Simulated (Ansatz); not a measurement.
Crystal: Pt.

```
CELL_PARAMETERS angstrom
-1.58422 1.58422 1.58422
1.58422 -1.58422 1.58422
1.58422 1.58422 -1.58422
ATOMIC_POSITIONS crystal
Pt 0.00000 0.00000 0.00000
```

This isn't the form of Pt at room conditions, which is fcc.

Base run:

| Item | Value |
| --- | --- |
| Program | Ansatz 0.2.0 |
| Functional | BLYP |
| Potentials or basis | Ansatz PAW |
| Cutoff | 420 eV (not typed: the program's choice for these potentials) |
| k mesh | 12 × 12 × 12 |
| Occupations | fermi-dirac, width 0.05 eV |
| Spin | no spin polarisation |

Its results: band gap on the k mesh none (metal or under the smearing width); pressure 12.4 GPa.

**Question.** The run is repeated on the same cell with these changes: functional from BLYP to RPBE. What comes out?

**Answer.** Band gap on the k mesh none (metal or under the smearing width); pressure 2.7 GPa.

Caveats: spin-orbit coupling is left out, which moves the levels of the heavy elements; the PAW data sets come from PBE, with cores solved anew for the run's functional, which leaves a small shift of forces and pressure.
